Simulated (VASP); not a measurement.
TiS₂ in VASP 6.6.1, single-point calculation

INCAR

```
IBRION = -1
LWAVE = .FALSE.
ENCUT = 520
LREAL = .TRUE.
ISIF = 2
NSW = 0
EDIFF = 1E-7
NELM = 57
PREC = Accurate
ISMEAR = -1
SIGMA = 0.02
NBANDS = 19
LASPH = .TRUE.
GGA = PE
LCHARG = .FALSE.
```

KPOINTS

```
KPOINTS created by Atomic Simulation Environment
0
Gamma
12 12 4
0 0 0
```

POSCAR

```
Ti S
 1.0000000000000000
     3.2966463242289885    0.0000000000000000    0.0000000000000000
    -1.6483231621144943    2.8549794640748951    0.0000000000000000
     0.0000000000000000    0.0000000000000000    5.7407101476999998
 Ti  S
   1   2
Cartesian
  0.0000000000000000 -0.0000000000000000 -0.0000000000000000
 -0.0000000000000001  1.9033196427165966  1.4486898292587993
  1.6483231621144940  0.9516598213582983  4.2920203184411996
```

The recommended PBE PAW datasets give the neutral cell 24 valence electrons.

Command

```
mpirun -np 1 vasp_std
```

OSZICAR

```
N       E                     dE             d eps       ncg     rms          rms(c)
DAV:   1     0.211265619518E+03    0.21127E+03   -0.11669E+04  2622   0.128E+03
DAV:   2    -0.229920284702E+01   -0.21356E+03   -0.20677E+03  2756   0.341E+02
DAV:   3    -0.224982468442E+02   -0.20199E+02   -0.19703E+02  3733   0.998E+01
DAV:   4    -0.232524693065E+02   -0.75422E+00   -0.75158E+00  3427   0.181E+01
DAV:   5    -0.232776378059E+02   -0.25168E-01   -0.25158E-01  3819   0.314E+00    0.153E+01
DAV:   6    -0.209041032022E+02    0.23735E+01   -0.27216E+01  2942   0.437E+01    0.105E+01
DAV:   7    -0.200910357708E+02    0.81307E+00   -0.14562E+01  3173   0.280E+01    0.625E+00
DAV:   8    -0.199077103259E+02    0.18333E+00   -0.26548E+00  3044   0.131E+01    0.260E+00
DAV:   9    -0.198565245530E+02    0.51186E-01   -0.43754E-01  3180   0.520E+00    0.724E-01
DAV:  10    -0.198577504514E+02   -0.12259E-02   -0.19799E-02  3052   0.107E+00    0.344E-01
DAV:  11    -0.198580567814E+02   -0.30633E-03   -0.21337E-03  3132   0.294E-01    0.277E-01
DAV:  12    -0.198573111382E+02    0.74564E-03   -0.19188E-03  3474   0.308E-01    0.109E-01
DAV:  13    -0.198572732585E+02    0.37880E-04   -0.29286E-04  3123   0.126E-01    0.353E-02
DAV:  14    -0.198572618630E+02    0.11396E-04   -0.58478E-05  3487   0.450E-02    0.175E-02
DAV:  15    -0.198572618019E+02    0.61062E-07   -0.26617E-06  3069   0.113E-02    0.448E-03
DAV:  16    -0.198572617613E+02    0.40609E-07   -0.19763E-06  3442   0.815E-03    0.606E-03
DAV:  17    -0.198572618341E+02   -0.72775E-07   -0.25092E-07  2653   0.392E-03
   1 F= -.19857262E+02 E0= -.19856971E+02  d E =-.581627E-03
```

From OUTCAR

```
k-points           NKPTS =     69   k-points in BZ     NKDIM =     69   number of bands    NBANDS=     19

   NELECT =      24.0000    total number of electrons

   dimension x,y,z NGX =    28 NGY =   28 NGZ =   48
   dimension x,y,z NGXF=    56 NGYF=   56 NGZF=   96

  energy-cutoff  :      520.00
  volume of cell :       54.03
      direct lattice vectors                 reciprocal lattice vectors
     3.296646324  0.000000000  0.000000000     0.303338576  0.175132608  0.000000000
    -1.648323162  2.854979464  0.000000000     0.000000000  0.350265216  0.000000000
     0.000000000  0.000000000  5.740710148     0.000000000  0.000000000  0.174194477

 k-points in reciprocal lattice and weights: KPOINTS created by Atomic Simulation Env
   0.00000000  0.00000000  0.00000000       0.002
   0.08333333  0.00000000  0.00000000       0.010
   0.16666667  0.00000000  0.00000000       0.010
   0.25000000  0.00000000  0.00000000       0.010
   0.33333333  0.00000000  0.00000000       0.010
   0.41666667  0.00000000  0.00000000       0.010
   0.50000000  0.00000000  0.00000000       0.005
   0.08333333  0.08333333  0.00000000       0.010
   ...

 E-fermi :   6.0136

 k-point     1 :       0.0000    0.0000    0.0000
  band No.  band energies     occupation
      1     -51.3480      2.00000
      2     -27.5957      2.00000
      3     -27.5248      2.00000
      4     -27.5248      2.00000
      5      -7.9736      2.00000
      6      -6.2622      2.00000
      7       0.3954      2.00000
      8       3.4580      2.00000
      9       3.4580      2.00000
     10       5.8907      1.99572
     11       6.4118      0.00000
     12       6.4118      0.00000
     13       6.7096      0.00000
     14       6.7096      0.00000
     15       6.8701      0.00000
     16       9.7665      0.00000
     17       9.7665      0.00000
     18      12.5498      0.00000
     19      13.5032      0.00000

 k-point     2 :       0.0833    0.0000    0.0000
  band No.  band energies     occupation
      1     -51.3467      2.00000
      2     -27.5932      2.00000
      3     -27.5373      2.00000
      4     -27.5276      2.00000
      5      -7.8807      2.00000
      6      -6.2351      2.00000
      7       0.5077      2.00000
      8       3.2512      2.00000
      9       3.4873      2.00000
     10       5.5943      2.00000
     11       5.9261      1.97516
     12       5.9272      1.97382
     13       6.7749      0.00000
     14       7.1571      0.00000
     15       7.1770      0.00000
     16       9.5746      0.00000
     17       9.7305      0.00000
     18      13.0700      0.00000
     19      13.8619      0.00000

 k-point     3 :       0.1667    0.0000    0.0000
  band No.  band energies     occupation
      1     -51.3433      2.00000
      2     -27.5863      2.00000
      3     -27.5713      2.00000
      4     -27.5353      2.00000
      5      -7.6131      2.00000
      6      -6.1601      2.00000
      7       0.8326      2.00000
      8       2.8035      2.00000
      9       3.5536      2.00000
     10       4.3426      2.00000
     11       5.3834      2.00000
     12       5.7637      1.99999
     13       6.6519      0.00000
     14       7.5135      0.00000
     15       7.5683      0.00000
     16       9.4787      0.00000
     17       9.7111      0.00000
     18      13.9058      0.00000
     19      14.5802      0.00000

 ...

  Total        2.4700767      2.4700767      1.1541011     -0.0000000      0.0000000      0.0000000
  in kB       73.2453486     73.2453486     34.2226375     -0.0000000      0.0000000      0.0000000
  external PRESSURE =      60.2377782 kB  Pullay stress =       0.0000000 kB

 POSITION                                       TOTAL-FORCE (eV/Angst)
 -----------------------------------------------------------------------------------
      0.00000      0.00000      0.00000        -0.000000      0.000000      0.000000
      0.00000      1.90332      1.44869         0.000000      0.000000      0.116895
      1.64832      0.95166      4.29202         0.000000      0.000000     -0.116895
 -----------------------------------------------------------------------------------
    total drift:                                0.000000      0.000000     -0.000000

  FREE ENERGIE OF THE ION-ELECTRON SYSTEM (eV)
  ---------------------------------------------------
  free  energy   TOTEN  =       -19.8572618341 eV

  energy  without entropy=      -19.8566802070  energy(sigma->0) =      -19.85697102
```

It converged. Results: gap between bands v and c on the k mesh -0.54 eV (bands overlap: a metal); least direct gap on the k mesh 0.30 eV; pressure 6.0 GPa; largest force 0.12 eV/Å. Band v is the last that the valence electrons fill when counted band by band, and c is the next.

For comparison, a separate PBE run of the intended cell, on usual settings and not on those above, gives a gap of -0.54 eV on its mesh and a pressure of 6.1 GPa.

The run above took about 1.8 min on one core of a shared host (Intel Xeon Platinum 8488C) and held 0.2 GiB at most.
